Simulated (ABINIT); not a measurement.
**InP (F-43m): third-order response**

Aim: Raman and infrared lines of InP (F-43m).

Main program and level: ABINIT 10.8.3; DFT LDA, scalar-relativistic, plane waves, HGH norm-conserving pseudopotentials.

The database entry behind the starting cell differs from later determinations by our own check (0.1 to 0.3 % short, probably kX units), so it need not match the best structure at ambient conditions.

## 1. The structure

It takes space group F-43m (No. 216, cubic). The conventional cell has a = 5.861 Å, b = 5.861 Å, c = 5.861 Å, α = 90.00°, β = 90.00°, γ = 90.00°. Nearest to In lie 4 P at 2.54 Å. P has 4 In at 2.54 Å nearest. Farther neighbours are not listed.

As a file:

```cif
data_structure
_symmetry_space_group_name_H-M 'P 1'
_symmetry_Int_Tables_number 1
_cell_length_a 4.1444
_cell_length_b 4.1444
_cell_length_c 4.1444
_cell_angle_alpha 60.000
_cell_angle_beta 60.000
_cell_angle_gamma 60.000
_cell_volume 50.33
loop_
_atom_site_label
_atom_site_type_symbol
_atom_site_fract_x
_atom_site_fract_y
_atom_site_fract_z
_atom_site_occupancy
In1 In 0.00000 0.00000 0.00000 1
P2 P 0.25000 0.25000 0.25000 1
```

## 2. A first look

A first run with smearing and empty bands tells whether the crystal has a gap, which decides between fixed occupations and smearing later on.

Contents of probe.abi:

```
# ground state
tolvrs 1.0d-08
prtden 1
prtwf 1

# basis, mesh and filling
ecut 24.0
ixc 7
ngkpt 6 6 6
nshiftk 1
shiftk 0.0 0.0 0.0
istwfk *1
occopt 7
tsmear 0.005
nband 9
nstep 100
diemac 9.0
prtebands 0
prtgsr 0

# cell and atoms
acell 7.83169184 7.83169184 7.83169184
rprim 
    -0.7071067812 0.0 0.7071067812
    0.0 0.7071067812 0.7071067812
    -0.7071067812 0.7071067812 0.0
ntypat 2
znucl 49 15
natom 2
typat 1 2
xred 
    0.0 0.0 0.0
    0.25 0.25 0.25
pp_dirpath "./pseudo"
pseudos "In.hgh, P.hgh"
```

Started as:

```console
OMP_NUM_THREADS=1 mpirun -n 4 abinit probe.abi > probe.log
```

Numbers of over 12 decimals in the logs are rounded to 6 here.

probe.abo, the main output file:

```text
[banners, grids, parts of the stress and lines that vanish by symmetry left out]
- input  file    -> probe.abi
- output file    -> probe.abo
- root for input  files -> probei
[...]
Symmetries : space group F-4 3 m (#216); Bravais cF (face-center cubic)
[...]
mpw =        1932          nfft =       46656          nkpt =          16
[...]
== DATASET  1 ==================================================================
[...]
cutoff_energies: {ecut:  24.0, pawecutdg:  -1.0, }
[...]
Exchange-correlation functional for the present dataset will be:
  LDA: Perdew-Wang 92 LSD fit to Ceperley-Alder data - ixc=7
[...]
ETOT  1  -8.676831    -8.677E+00 1.743E-02 1.377E+02
 ETOT  2  -8.702840    -2.601E-02 5.607E-04 1.191E+01
 ETOT  3  -8.704991    -2.151E-03 1.183E-04 1.088E+00
 ETOT  4  -8.705133    -1.412E-04 8.312E-04 9.054E-03
 ETOT  5  -8.705133    -8.268E-07 1.307E-06 9.836E-05
 ETOT  6  -8.705133    -1.171E-08 7.268E-06 4.605E-07
 ETOT  7  -8.705133    -4.046E-11 2.285E-08 6.106E-09
 At SCF step    7       vres2   =  6.11E-09 < tolvrs=  1.00E-08 =>converged.
[...]
sigma(1 1)=  1.51848614E-04  sigma(3 2)=  0.00000000E+00
  sigma(2 2)=  1.51848614E-04  sigma(3 1)=  0.00000000E+00
  sigma(3 3)=  1.51848614E-04  sigma(2 1)=  0.00000000E+00
[...]
convergence: {deltae: -4.046E-11, res2:  6.106E-09, residm:  2.285E-08, diffor: null, }
etotal    :  -8.70513340E+00
[...]
sigma(1 1)=  1.51848614E-04  sigma(3 2)=  0.00000000E+00
  sigma(2 2)=  1.51848614E-04  sigma(3 1)=  0.00000000E+00
  sigma(3 3)=  1.51848614E-04  sigma(2 1)=  0.00000000E+00
[...]
- sigma(1 1)=  4.46754046E+00  sigma(3 2)=  0.00000000E+00
- sigma(2 2)=  4.46754046E+00  sigma(3 1)=  0.00000000E+00
- sigma(3 3)=  4.46754046E+00  sigma(2 1)=  0.00000000E+00
[...]
fcart     -0.0000000000E+00 -0.0000000000E+00 -0.0000000000E+00
           strten      1.5184861398E-04  1.5184861398E-04  1.5184861398E-04
================================================================================

[key lines of the parts left out:]
pressure_GPa:  -4.4675E+00
```

Wall time 1.9 s (4 MPI ranks of Arm Neoverse V2, shared host).

Read from the output:

| Quantity | Value |
| --- | --- |
| volume per atom | 25.17 Å³ |
| pressure | -4.468 GPa |
| gap on the k-mesh | 0.7859 eV |

A gap of 0.79 eV opens on this mesh, so the crystal is taken as an insulator; the printed pressure holds the stress of the finite basis too.

## 3. Relaxing the cell and atoms

The harmonic expansion needs vanishing forces, and a free crystal bears no stress, so cell and atoms are brought to rest. Stress is more sensitive to the basis than forces are: the last 3 Ha under the cutoff are smoothed with ecutsm, and the cutoff is raised above that of the later runs.

Contents of relax.abi:

```
# relaxation
ionmov 2
optcell 2
dilatmx 1.08
ntime 40
tolmxf 1.0d-05
tolvrs 1.0d-14
prtwf 0
prtden 0
chksymtnons 0

# basis, mesh and filling
ecut 31.0
ecutsm 3.0
ixc 7
ngkpt 8 8 8
nshiftk 1
shiftk 0.0 0.0 0.0
istwfk *1
occopt 1
nband 4
nstep 100
diemac 9.0
prtebands 0
prtgsr 0

# cell and atoms
acell 7.83169184 7.83169184 7.83169184
rprim 
    -0.7071067812 0.0 0.7071067812
    0.0 0.7071067812 0.7071067812
    -0.7071067812 0.7071067812 0.0
ntypat 2
znucl 49 15
natom 2
typat 1 2
xred 
    0.0 0.0 0.0
    0.25 0.25 0.25
pp_dirpath "./pseudo"
pseudos "In.hgh, P.hgh"
```

Started as:

```console
OMP_NUM_THREADS=1 mpirun -n 4 abinit relax.abi > relax.log
```

relax.abo, the main output file:

```text
[banners, grids, parts of the stress and lines that vanish by symmetry left out]
- input  file    -> relax.abi
- output file    -> relax.abo
- root for input  files -> relaxi
[...]
Symmetries : space group F-4 3 m (#216); Bravais cF (face-center cubic)
[...]
mpw =        3551          nfft =       91125          nkpt =          29
[...]
== DATASET  1 ==================================================================
[...]
cutoff_energies: {ecut:  31.0, pawecutdg:  -1.0, }
[...]
Exchange-correlation functional for the present dataset will be:
  LDA: Perdew-Wang 92 LSD fit to Ceperley-Alder data - ixc=7
[...]
ETOT  1  -8.673284    -8.673E+00 2.556E-02 2.796E+02
 ETOT  2  -8.702937    -2.965E-02 2.850E-05 2.739E+01
 ETOT  3  -8.705618    -2.681E-03 5.167E-05 2.066E+00
 ETOT  4  -8.705748    -1.306E-04 5.553E-06 1.665E-02
 ETOT  5  -8.705749    -6.342E-07 3.930E-07 7.986E-05
[...]
At SCF step   13       vres2   =  1.83E-15 < tolvrs=  1.00E-14 =>converged.
[...]
sigma(1 1)=  1.49029564E-04  sigma(3 2)=  0.00000000E+00
  sigma(2 2)=  1.49029564E-04  sigma(3 1)=  0.00000000E+00
  sigma(3 3)=  1.49029564E-04  sigma(2 1)=  0.00000000E+00
[...]
convergence: {deltae:  9.948E-14, res2:  1.828E-15, residm:  2.317E-13, diffor: null, }
etotal    :  -8.70574896E+00
[...]
ETOT  1  -8.706239    -8.706E+00 2.359E-03 1.271E+00
[...]
At SCF step    9       vres2   =  1.18E-15 < tolvrs=  1.00E-14 =>converged.
[...]
sigma(1 1)=  1.23804708E-04  sigma(3 2)=  0.00000000E+00
  sigma(2 2)=  1.23804708E-04  sigma(3 1)=  0.00000000E+00
  sigma(3 3)=  1.23804708E-04  sigma(2 1)=  0.00000000E+00
[...]
convergence: {deltae:  1.865E-13, res2:  1.176E-15, residm:  2.739E-18, diffor: null, }
etotal    :  -8.70636844E+00
[...]
ETOT  1  -8.705175    -8.705E+00 8.218E-02 2.433E+01
[...]
At SCF step   10       vres2   =  3.52E-16 < tolvrs=  1.00E-14 =>converged.
[...]
sigma(1 1)= -1.55699787E-05  sigma(3 2)=  0.00000000E+00
  sigma(2 2)= -1.55699787E-05  sigma(3 1)=  0.00000000E+00
  sigma(3 3)= -1.55699787E-05  sigma(2 1)=  0.00000000E+00
[...]
convergence: {deltae:  9.148E-13, res2:  3.525E-16, residm:  8.702E-20, diffor: null, }
etotal    :  -8.70753790E+00
[...]
ETOT  1  -8.707525    -8.708E+00 5.994E-10 2.853E-01
[...]
At SCF step    9       vres2   =  5.94E-16 < tolvrs=  1.00E-14 =>converged.
[...]
sigma(1 1)=  1.25678926E-06  sigma(3 2)=  0.00000000E+00
  sigma(2 2)=  1.25678926E-06  sigma(3 1)=  0.00000000E+00
  sigma(3 3)=  1.25678926E-06  sigma(2 1)=  0.00000000E+00
[...]
convergence: {deltae: -4.601E-13, res2:  5.942E-16, residm:  6.630E-20, diffor: null, }
etotal    :  -8.70755273E+00
[...]
ETOT  1  -8.707553    -8.708E+00 9.895E-10 1.603E-03
[...]
ETOT  7  -8.707553     1.812E-13 1.243E-18 4.935E-14
 ETOT  8  -8.707553    -3.908E-14 3.582E-20 2.615E-16
 At SCF step    8       vres2   =  2.61E-16 < tolvrs=  1.00E-14 =>converged.
[...]
sigma(1 1)=  1.06747147E-08  sigma(3 2)=  0.00000000E+00
  sigma(2 2)=  1.06747147E-08  sigma(3 1)=  0.00000000E+00
  sigma(3 3)=  1.06747147E-08  sigma(2 1)=  0.00000000E+00
[...]
convergence: {deltae: -3.908E-14, res2:  2.615E-16, residm:  3.582E-20, diffor: null, }
etotal    :  -8.70755283E+00
[...]
At Broyd/MD step   5, gradients are converged :
[...]
sigma(1 1)=  1.06747147E-08  sigma(3 2)=  0.00000000E+00
  sigma(2 2)=  1.06747147E-08  sigma(3 1)=  0.00000000E+00
  sigma(3 3)=  1.06747147E-08  sigma(2 1)=  0.00000000E+00
[...]
- sigma(1 1)=  3.14060950E-04  sigma(3 2)=  0.00000000E+00
- sigma(2 2)=  3.14060950E-04  sigma(3 1)=  0.00000000E+00
- sigma(3 3)=  3.14060950E-04  sigma(2 1)=  0.00000000E+00
[...]
fcart     -0.0000000000E+00 -0.0000000000E+00 -0.0000000000E+00
           strten      1.0674714716E-08  1.0674714716E-08  1.0674714716E-08
================================================================================

[key lines of the parts left out:]
pressure_GPa:  -3.1406E-04
Total energy (etotal) [Ha]= -8.70755282818381E+00
```

Elapsed: 17 s, on 4 MPI ranks.

Step by step:

| step | energy less that of the first step (eV) | largest force (eV/Å) | volume (Å³) |
| --- | --- | --- | --- |
| 1 | 0.0000 | 0.0000 | 50.33 |
| 2 | -0.0169 | 0.0000 | 49.66 |
| 3 | -0.0487 | 0.0000 | 46.68 |
| 4 | -0.0491 | 0.0000 | 46.99 |
| 5 | -0.0491 | 0.0000 | 46.97 |

| conventional cell, symmetrised | before | after | change |
| --- | --- | --- | --- |
| a (Å) | 5.861 | 5.727 | -2.3 % |
| b (Å) | 5.861 | 5.727 | -2.3 % |
| c (Å) | 5.861 | 5.727 | -2.3 % |
| volume (Å³/atom) | 25.17 | 23.48 | -6.7 % |

Final coordinates:

```xyz
2
Lattice="-2.8637 0.0000 2.8637 0.0000 2.8637 2.8637 -2.8637 2.8637 0.0000" Properties=species:S:1:pos:R:3 pbc="T T T"
In    0.0000    0.0000    0.0000
P    -1.4318    1.4318    1.4318
```

Numbers from this step:

* volume per atom: 23.48 Å³
* pressure: -3.14e-4 GPa

The volume changes by -6.7 % in this run and stands -6.7 % from the first cell.

## 4. Self-consistent run for the response

First-order wavefunctions inherit every error of the ground state, hence the very tight tolvrs. The mesh is shifted off Γ, since shifted meshes converge sums over the zone faster.

Contents of gs.abi:

```
# ground state
tolvrs 1.0d-16
prtden 1
prtwf 1

# basis, mesh and filling
ecut 24.0
ixc 7
ngkpt 6 6 6
nshiftk 4
shiftk 
    0.5 0.5 0.5
    0.5 0.0 0.0
    0.0 0.5 0.0
    0.0 0.0 0.5
istwfk *1
occopt 1
nband 4
nstep 100
diemac 9.0
prtebands 0
prtgsr 0

# cell and atoms
acell 7.653106437 7.653106437 7.653106437
rprim 
    -0.7071067812 0.0 0.7071067812
    0.0 0.7071067812 0.7071067812
    -0.7071067812 0.7071067812 0.0
ntypat 2
znucl 49 15
natom 2
typat 1 2
xred 
    0.0 0.0 0.0
    0.25 0.25 0.25
pp_dirpath "./pseudo"
pseudos "In.hgh, P.hgh"
```

Started as:

```console
OMP_NUM_THREADS=1 mpirun -n 4 abinit gs.abi > gs.log
```

gs.abo, the main output file:

```text
[banners, grids, parts of the stress and lines that vanish by symmetry left out]
- input  file    -> gs.abi
- output file    -> gs.abo
- root for input  files -> gsi
[...]
Symmetries : space group F-4 3 m (#216); Bravais cF (face-center cubic)
[...]
mpw =        1810          nfft =       46656          nkpt =          28
[...]
== DATASET  1 ==================================================================
[...]
cutoff_energies: {ecut:  24.0, pawecutdg:  -1.0, }
[...]
Exchange-correlation functional for the present dataset will be:
  LDA: Perdew-Wang 92 LSD fit to Ceperley-Alder data - ixc=7
[...]
ETOT  1  -8.676917    -8.677E+00 1.976E-02 1.542E+02
 ETOT  2  -8.705163    -2.825E-02 1.564E-05 1.205E+01
 ETOT  3  -8.707302    -2.140E-03 3.477E-05 9.324E-01
 ETOT  4  -8.707414    -1.116E-04 7.680E-07 6.851E-03
 ETOT  5  -8.707415    -5.776E-07 5.793E-09 4.635E-05
[...]
ETOT 11  -8.707415     2.149E-13 4.077E-18 8.142E-16
 ETOT 12  -8.707415     1.137E-13 1.487E-19 1.282E-18
 At SCF step   12       vres2   =  1.28E-18 < tolvrs=  1.00E-16 =>converged.
[...]
sigma(1 1)=  2.51903137E-06  sigma(3 2)=  0.00000000E+00
  sigma(2 2)=  2.51903137E-06  sigma(3 1)=  0.00000000E+00
  sigma(3 3)=  2.51903137E-06  sigma(2 1)=  0.00000000E+00
[...]
convergence: {deltae:  1.137E-13, res2:  1.282E-18, residm:  1.487E-19, diffor: null, }
etotal    :  -8.70741460E+00
[...]
sigma(1 1)=  2.51903137E-06  sigma(3 2)=  0.00000000E+00
  sigma(2 2)=  2.51903137E-06  sigma(3 1)=  0.00000000E+00
  sigma(3 3)=  2.51903137E-06  sigma(2 1)=  0.00000000E+00
[...]
- sigma(1 1)=  7.41124616E-02  sigma(3 2)=  0.00000000E+00
- sigma(2 2)=  7.41124616E-02  sigma(3 1)=  0.00000000E+00
- sigma(3 3)=  7.41124616E-02  sigma(2 1)=  0.00000000E+00
[...]
fcart     -0.0000000000E+00 -0.0000000000E+00 -0.0000000000E+00
           strten      2.5190313681E-06  2.5190313681E-06  2.5190313681E-06
================================================================================

[key lines of the parts left out:]
pressure_GPa:  -7.4112E-02
```

Wall time 2.1 s (4 MPI ranks); 8.2 s of CPU time.

Read from the output:

| Quantity | Value |
| --- | --- |
| pressure | -0.07411 GPa |

The cell stands at -0.074 GPa, close enough for phonons.

## 5. Empty bands

Empty bands on the ground state's density check that the gap assumed so far is there in this cell.

Contents of gap.abi:

```
# empty bands on the ground state's density
iscf -2
getden_filepath "gso_DEN"
tolwfr 1.0d-12
nbdbuf 2
prtwf 0

# basis, mesh and filling
ecut 24.0
ixc 7
ngkpt 8 8 8
nshiftk 1
shiftk 0.0 0.0 0.0
istwfk *1
occopt 1
nband 8
nstep 100
diemac 9.0
prtebands 0
prtgsr 0

# cell and atoms
acell 7.653106437 7.653106437 7.653106437
rprim 
    -0.7071067812 0.0 0.7071067812
    0.0 0.7071067812 0.7071067812
    -0.7071067812 0.7071067812 0.0
ntypat 2
znucl 49 15
natom 2
typat 1 2
xred 
    0.0 0.0 0.0
    0.25 0.25 0.25
pp_dirpath "./pseudo"
pseudos "In.hgh, P.hgh"
```

Started as:

```console
OMP_NUM_THREADS=1 mpirun -n 4 abinit gap.abi > gap.log
```

gap.abo, the main output file:

```text
[banners, grids, parts of the stress and lines that vanish by symmetry left out]
- input  file    -> gap.abi
- output file    -> gap.abo
- root for input  files -> gapi
[...]
Symmetries : space group F-4 3 m (#216); Bravais cF (face-center cubic)
[...]
mpw =        1812          nfft =       46656          nkpt =          29
[...]
== DATASET  1 ==================================================================
[...]
cutoff_energies: {ecut:  24.0, pawecutdg:  -1.0, }
[...]
Exchange-correlation functional for the present dataset will be:
  LDA: Perdew-Wang 92 LSD fit to Ceperley-Alder data - ixc=7
[...]
-outvars: echo values of variables after computation
            acell      7.6531064370E+00  7.6531064370E+00  7.6531064370E+00 Bohr
================================================================================
```

Elapsed: 1.9 s, on 4 MPI ranks; 7.1 s of CPU time.

Numbers from this step:

```
gap on the k-mesh : 1.241 eV
```

In this cell the gap on the mesh is 1.2 eV, direct, so fixed occupations hold.

(Part 1 of 3 ends here.)

[Host names and launcher messages were left out of these logs when they were recorded.]

[Logs are printed without paths, hosts, clocks, repeated set-up lines and the standing remarks that a program may print on its own settings, such as how far it seeks lower states.]

[Hosts, paths, dates, database ids (printed as entryN), source tags and the programs' standing remarks are cut or masked in the printed files.]
